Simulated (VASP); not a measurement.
# Al (P6_3/mmc) in VASP: single point with r2SCAN+D4

Aim: the single point of Al with r2SCAN+D4.

All numbers are computed with VASP 6.6.1; they aren't measurements. Logs are shortened: lines on timing, memory, paths and dates and some standing lists are left out, and cuts for length are marked.

## 1. The crystal as given

It takes space group P6_3/mmc (No. 194, hexagonal). The conventional cell has a = 2.812 Å, b = 2.812 Å, c = 4.867 Å, α = 90.00°, β = 90.00°, γ = 120.00°. Around Al (site symmetry -6m2) lie 12 Al at 2.81 to 2.93 Å.

This isn't the form of Al at room conditions, which is fcc.

## 2. Single point, r2SCAN+D4

POSCAR

```
Al
1.0
    2.8124550000      0.0000000000      0.0000000000
   -1.4062275000      2.4356574770      0.0000000000
    0.0000000000      0.0000000000      4.8668500000
Al
2
Direct
    0.6666670000      0.3333330000      0.7500000000
    0.3333330000      0.6666670000      0.2500000000
```

INCAR.step1

```
PREC     = Accurate       # precision mode
ENCUT    = 520            # plane-wave cutoff, eV
ISMEAR   = -1             # smearing method
SIGMA    = 0.3            # smearing width, eV
LREAL    = False          # projectors in reciprocal space
LASPH    = True           # aspherical terms in the spheres
NELM     = 100            # most SCF steps
NBANDS   = 10             # bands
GGA      = PE             # functional
ALGO     = Normal         # electronic algorithm
EDIFF    = 1E-4           # SCF threshold, eV
LWAVE    = True           # write WAVECAR
LCHARG   = False          # write CHGCAR
```

INCAR.step2

```
PREC     = Accurate       # precision mode
ENCUT    = 520            # plane-wave cutoff, eV
EDIFF    = 1E-7           # SCF threshold, eV
ISMEAR   = -1             # smearing method
SIGMA    = 0.3            # smearing width, eV
LREAL    = False          # projectors in reciprocal space
LASPH    = True           # aspherical terms in the spheres
NELM     = 100            # most SCF steps
ALGO     = Normal         # electronic algorithm
ISIF     = 2              # what is computed and relaxed
LWAVE    = False          # write WAVECAR
LCHARG   = True           # write CHGCAR
METAGGA  = R2SCAN         # meta-GGA
LMIXTAU  = True         
IVDW     = 13             # dispersion correction
VDW_S6   = 1.0          
VDW_S8   = 0.6018749    
VDW_A1   = 0.51559235   
VDW_A2   = 5.77342911   
LELF     = True           # ELF
LVHAR    = True         
NBANDS   = 10             # bands
ISTART   = 1
```

KPOINTS

```
Automatic mesh
0
Gamma
  9 9 5
```

Potentials or basis: VASP PAW PBE potentials, release 64 (Al).

Command:

```
cat potpaw_PBE.64/Al/POTCAR > POTCAR
cp INCAR.step1 INCAR
mpirun -np 1 vasp_std > vasp.out
cp INCAR.step2 INCAR
mpirun -np 1 vasp_std > vasp.out
```

OUTCAR:

```text
PREC = Accurate
   ENCUT = 520
   EDIFF = 1E-7
   ISMEAR = -1
   LREAL = False
   LASPH = True
   NELM = 100
   ISIF = 2
   METAGGA = R2SCAN
   IVDW = 13
   ISTART = 1

 ion  position               nearest neighbor table
   1  0.667  0.333  0.750-   2 2.93   2 2.93   2 2.93   2 2.93   2 2.93   2 2.93
   2  0.333  0.667  0.250-   1 2.93   1 2.93   1 2.93   1 2.93   1 2.93   1 2.93

  LATTYP: Found a hexagonal cell.
 ALAT       =     2.8124550000
 C/A-ratio  =     1.7304632430

  Lattice vectors:

 A1 = (   2.8124550000,   0.0000000000,   0.0000000000)
 A2 = (  -1.4062275000,   2.4356574770,   0.0000000000)
 A3 = (   0.0000000000,   0.0000000000,   4.8668500000)

Analysis of symmetry for initial positions (statically):
=====================================================================
 Subroutine PRICEL returns:
 Original cell was already a primitive cell.

 Routine SETGRP: Setting up the symmetry group for a
 hexagonal supercell.

 Subroutine GETGRP returns: Found 24 space group operations
 (whereof 12 operations were pure point group operations)
 out of a pool of 24 trial point group operations.

The static configuration has the point symmetry D_3d.
 The point group associated with its full space group is D_6h.

Analysis of symmetry for dynamics (positions and initial velocities):
=====================================================================
 Subroutine PRICEL returns:
 Original cell was already a primitive cell.

 Routine SETGRP: Setting up the symmetry group for a
 hexagonal supercell.

 Subroutine GETGRP returns: Found 24 space group operations
 (whereof 12 operations were pure point group operations)
 out of a pool of 24 trial point group operations.

The dynamic configuration has the point symmetry D_3d.
 The point group associated with its full space group is D_6h.

 Subroutine INISYM returns: Found 24 space group operations
 (whereof 12 operations are pure point group operations),
 and found     1 'primitive' translations

----------------------------------------------------------------------------------------

                                     Primitive cell

  volume of cell :      33.3388

  direct lattice vectors                    reciprocal lattice vectors
     2.812455000  0.000000000  0.000000000     0.355561245  0.205283380  0.000000000
    -1.406227500  2.435657477  0.000000000     0.000000000  0.410566760  0.000000000
     0.000000000  0.000000000  4.866850000     0.000000000  0.000000000  0.205471712

  length of vectors
     2.812455000  2.812455000  4.866850000     0.410566760  0.410566760  0.205471712

  position of ions in fractional coordinates (direct lattice)
     0.666667000  0.333333000  0.750000000
     0.333333000  0.666667000  0.250000000

  ion indices of the primitive-cell ions
   primitive index   ion index
                 1           1
                 2           2

----------------------------------------------------------------------------------------

 KPOINTS: Automatic mesh

Automatic generation of k-mesh.
 Grid dimensions read from file:
 generate k-points for:    9    9    5

 Generating k-lattice:

  Cartesian coordinates                     Fractional coordinates (reciprocal lattice)
     0.039506805  0.022809264  0.000000000     0.111111111  0.000000000  0.000000000
     0.000000000  0.045618529  0.000000000     0.000000000  0.111111111  0.000000000
     0.000000000  0.000000000  0.041094342     0.000000000  0.000000000  0.200000000

  Length of vectors
     0.045618529  0.045618529  0.041094342

  Shift w.r.t. Gamma in fractional coordinates (k-lattice)
     0.000000000  0.000000000  0.000000000

 Subroutine IBZKPT returns following result:
 ===========================================

 Found     36 irreducible k-points:

 Following reciprocal coordinates:
            Coordinates               Weight
  0.000000  0.000000  0.000000      1.000000
  0.111111  0.000000  0.000000      6.000000
  0.222222  0.000000  0.000000      6.000000
  0.333333 -0.000000  0.000000      6.000000
  0.444444  0.000000  0.000000      6.000000
  0.111111  0.111111  0.000000      6.000000
[... 16 lines left out ...]
  0.333333  0.222222  0.200000     24.000000
  0.333333  0.333333  0.200000      4.000000
 [... further k-points ...]
   k-points           NKPTS =     36   k-points in BZ     NKDIM =     36   number of bands    NBANDS=     10
   number of dos      NEDOS =    301   number of ions     NIONS =      2
   total plane-waves  NPLWV =  20736
   dimension x,y,z NGX =    24 NGY =   24 NGZ =   36
   dimension x,y,z NGXF=    48 NGYF=   48 NGZF=   72
   ions per type =               2
   NGX,Y,Z   is equivalent  to a cutoff of  14.19, 14.19, 12.30 a.u.
   NGXF,Y,Z  is equivalent  to a cutoff of  28.37, 28.37, 24.59 a.u.
 SYSTEM =  unknown system
   PREC   = accura    normal or accurate (medium, high low for compatibility)
   ISTART =      1    job   : 0-new  1-cont  2-samecut
   ICHARG =      0    charge: 1-file 2-atom 10-const
   ISPIN  =      1    spin polarized calculation?
   LNONCOLLINEAR =      F non collinear calculations
   LSORBIT =      F    spin-orbit coupling
   LASPH  =      T    aspherical Exc in radial PAW
   ENCUT  =  520.0 eV  38.22 Ry    6.18 a.u.   5.23  5.23  9.05*2*pi/ulx,y,z
   NELM   =    100;   NELMIN=  2; NELMDL=  0     # of ELM steps
   EDIFF  = 0.1E-06   stopping-criterion for ELM
   LREAL  =      F    real-space projection
   EDIFFG = 0.1E-05   stopping-criterion for IOM
   NSW    =      0    number of steps for IOM
   IBRION =     -1    ionic relax: 0-MD 1-quasi-New 2-CG
   NFREE  =      0    steps in history (QN), initial steepest desc. (CG)
   ISIF   =      2    stress and relaxation
   ISYM   =      2    0-nonsym 1-usesym 2-fastsym
   POTIM  = 0.5000    time-step for ionic-motion
   TEBEG  =    0.0;   TEEND  =   0.0 temperature during run
   PSTRESS=    0.0 pullay stress
   NELECT =       6.0000    total number of electrons
   NUPDOWN=      -1.0000    fix difference up-down
   EMIN   =  10.00;   EMAX   =-10.00  energy-range for DOS
   EFERMI =   0.00;   METHOD = LEGACY
   ISMEAR =    -1;   SIGMA  =   0.30  broadening in eV -4-tet -1-fermi 0-gaus
   EFERMI_NEDOS =   21; number of points for ismear=-14 and -15
   IALGO  =     38    algorithm
   IMIX   =      4    mixing-type and parameters
     AMIX     =   0.40;   BMIX     =  1.00
     AMIX_MAG =   1.60;   BMIX_MAG =  1.00
  volume/ion in A,a.u.               =      16.67       112.49
  Fermi-wavevector in a.u.,A,eV,Ry     =   0.924291  1.746656 11.623642  0.854314
  Thomas-Fermi vector in A             =   2.050021
   LORBIT       =      0    0 simple, 1 ext, 2 COOP (PROOUT), +10 PAW based schemes
   METAGGA = R2SCAN    functional components
   LHFCALC =     F    Hartree Fock is set to
   AEXX    =    0.0000 exact exchange contribution
   IVDW    =    13    specifies the selected vdW correction
   LEPSILON=     F    determine dielectric tensor
   LRPA    =     F    only Hartree local field effects (RPA)
 non-spin polarized calculation
  energy-cutoff  :      520.00
  volume of cell :       33.34
 maximum number of plane-waves:       917
 NGX is ok and might be reduce to    24
   NGX = 11   NGY = 11   NGZ = 19

 number of electron       6.0000000 magnetization

 Free energy of the ion-electron system (eV)
  ---------------------------------------------------
  ext. energy  EPLUGINS =         0.00000000
  ---------------------------------------------------
  free energy    TOTEN  =       -13.50093038 eV

  energy without entropy =      -13.28444502  energy(sigma->0) =      -13.39268770

 E-fermi :   7.9079     XC(G=0): -10.8759

 val. band max:        7.8219286140   @ k =   0.3333  -0.0000   0.0000
 cond. band min:       8.0019692024   @ k =   0.3333   0.2222   0.2000
 fundamental gap:      0.1800405884
 Fermi energy:         7.9079397883

 k-point     1 :       0.0000    0.0000    0.0000
  band No.  band energies     occupation
      1      -3.8675      2.00000
      2       2.6384      2.00000
      3       2.6579      2.00000
      4      19.6933      0.00000
      5      20.1583      0.00000
      6      20.1583      0.00000
      7      20.2679      0.00000
      8      20.2679      0.00000
      9      21.2546      0.00000
     10      23.6574      0.00000

 k-point     2 :       0.1111    0.0000    0.0000
  band No.  band energies     occupation
      1      -3.5401      2.00000
      2       2.9466      2.00000
      3       2.9745      2.00000
      4      15.9934      0.00000
      5      18.0005      0.00000
      6      19.0520      0.00000
      7      20.4913      0.00000
      8      21.3607      0.00000
      9      22.3268      0.00000
     10      22.4324      0.00000

 k-point     3 :       0.2222    0.0000    0.0000
  band No.  band energies     occupation
      1      -2.5623      2.00000
      2       3.8715      2.00000
      3       3.9070      2.00000
      4      11.6222      0.00001
      5      16.3385      0.00000
      6      16.6953      0.00000
      7      17.7286      0.00000
      8      18.5020      0.00000
      9      21.6207      0.00000
     10      21.8588      0.00000

 k-point     4 :       0.3333   -0.0000    0.0000
  band No.  band energies     occupation
      1      -0.9480      2.00000
      2       5.3163      1.99965
      3       5.4115      1.99951
      4       7.8219      1.14238
      5      13.4939      0.00000
      6      13.7883      0.00000
      7      15.2324      0.00000
      8      17.1044      0.00000
      9      20.6738      0.00000
     10      21.1728      0.00000
[... 222 lines left out ...]
 k-point    22 :       0.2222    0.2222    0.2000
  band No.  band energies     occupation
      1       0.2697      2.00000
      2       4.0651      1.99999
      3       8.3140      0.41059
      4       8.6062      0.17776
      5       9.6470      0.00606
      6      12.5941      0.00000
      7      12.8160      0.00000
      8      17.3459      0.00000
      9      17.5944      0.00000
     10      20.4739      0.00000

 k-point    23 :       0.3333    0.2222    0.2000
  band No.  band energies     occupation
      1       2.4709      2.00000
      2       5.1014      1.99983
      3       6.3983      1.98703
      4       8.0020      0.84455
      5       9.2264      0.02438
      6      11.2381      0.00003
      7      12.4123      0.00000
      8      14.4075      0.00000
      9      16.9246      0.00000
     10      22.2910      0.00000

 k-point    24 :       0.3333    0.3333    0.2000
  band No.  band energies     occupation
      1       4.8976      1.99991
      2       4.8976      1.99991
      3       4.9273      1.99990
      4       8.5829      0.19073
      5       9.0583      0.04231
      6       9.0583      0.04231
      7      13.9922      0.00000
      8      14.1013      0.00000
      9      14.1013      0.00000
     10      24.4881      0.00000

 [... further k-points ...]

------------------------ aborting loop because EDIFF is reached ----------------------------------------

  DFT-D4 for vdW energy calculation

  Edisp (eV):   -0.23440

  FORCE on cell =-STRESS in cart. coord.  units (eV):
  Direction    XX          YY          ZZ          XY          YZ          ZX
  --------------------------------------------------------------------------------------
  -------------------------------------------------------------------------------------
  Total      -0.64421    -0.64421    -1.14317     0.00000     0.00000     0.00000
  in kB     -30.95888   -30.95888   -54.93780     0.00000     0.00000     0.00000
  external pressure =      -38.95 kB  Pullay stress =        0.00 kB

 VOLUME and BASIS-vectors are now :
 -----------------------------------------------------------------------------
  energy-cutoff  :      520.00
  volume of cell :       33.34
      direct lattice vectors                 reciprocal lattice vectors
     2.812455000  0.000000000  0.000000000     0.355561245  0.205283380  0.000000000
    -1.406227500  2.435657477  0.000000000     0.000000000  0.410566760  0.000000000
     0.000000000  0.000000000  4.866850000     0.000000000  0.000000000  0.205471712

 POSITION                                       TOTAL-FORCE (eV/Angst)
 -----------------------------------------------------------------------------------
      1.40623      0.81189      3.65014         0.000000     -0.000000      0.000000
     -0.00000      1.62377      1.21671        -0.000000      0.000000      0.000000
 -----------------------------------------------------------------------------------
    total drift:                                0.000013     -0.000008     -0.000000

  FREE ENERGIE OF THE ION-ELECTRON SYSTEM (eV)
  ---------------------------------------------------
  free  energy   TOTEN  =       -13.7353306677 eV

  energy  without entropy=      -13.5188453073  energy(sigma->0) =      -13.62708799
```

Wall time 21 s (1 thread of Intel Xeon 6975P-C (Granite Rapids), shared host); peak memory 0.15 GiB.

Results:

```yaml
Free_energy: -13.7353 eV
Pressure: -3.9 GPa
Band_gap_on_the_k_mesh: none (metal or under the smearing width)
Dispersion_energy_per_atom: -0.117 eV
```

Levels at points of the mesh, in eV from the Fermi level:
| k point | band 1 | band 2 | band 3 | band 4 | band 5 | band 6 |
| --- | --- | --- | --- | --- | --- | --- |
| (0.00, 0.00, 0.00) | -11.78 | -5.27 | -5.25 | 11.79 | 12.25 | 12.25 |

Caveat: the PAW data sets were made with another functional, which shifts forces and pressure a little; pairwise dispersion overbinds metals, which lowers pressure and volume.
